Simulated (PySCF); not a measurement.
Output of ΔSCF core-hole calculations on `CCC(C)C`.

The calculation used delta-SCF UKS SCAN, pcX-2 on the ionised atom, pcseg-1 elsewhere, spin-free X2C in PySCF 2.14.0. Atoms in this output count from 0. The cycles run on a coarse integration grid; for E(ground) and E(ion) the exchange–correlation energy is redone on a finer one, so they differ from the last cycle, and only they enter the binding energy.

Atom n of the output is atom n + 1 of `[CH3:1][CH2:2][CH:3]([CH3:4])[CH3:5]`.

```
ground state, core basis on atom 3 (C), 161 functions
  cycle   1  E = -197.70467518  |g| = 5.76e-02
  cycle   2  E = -197.70463647  |g| = 2.11e-02
  cycle   3  E = -197.70465580  |g| = 1.92e-02
  cycle   4  E = -197.70474417  |g| = 8.09e-04
  cycle   5  E = -197.70474305  |g| = 1.26e-04
  E(ground) = -197.71562086 Eh
hole in C 1s of atom 3
  cycle   1  E = -186.47580746  |g| = 1.51e+00
  cycle   2  E = -185.90752491  |g| = 1.75e+00
  cycle   3  E = -186.99782612  |g| = 3.08e-01
  cycle   4  E = -187.03291260  |g| = 7.62e-02
  cycle   5  E = -187.03501641  |g| = 3.39e-02
  cycle   6  E = -187.03555371  |g| = 6.29e-03
  cycle   7  E = -187.03557726  |g| = 2.87e-03
  cycle   8  E = -187.03558240  |g| = 1.20e-03
  cycle   9  E = -187.03558383  |g| = 7.25e-04
  cycle  10  E = -187.03558410  |g| = 1.66e-04
  E(ion) = -187.04564898 Eh   <S^2> = 0.7680   hole on atom = 1.000
```

Problem. What is the C 1s binding energy of atom 3?

Solution. (-187.045649 − (-197.715621)) Eh × 27.2114 eV/Eh = 290.35 eV, for the methyl carbon.

One conformer (not necessarily the lowest) at the PBE0-D3(BJ)/def2-SVP geometry, without solvent, vibrations or thermal averaging.

The values belong to the conformer `[CH3:1][CH2:2][CH:3]([CH3:4])[CH3:5]`: C1–C2–C3–C4 61°.
Labels such as C1 count atoms from 1, the log's own numbers from 0.
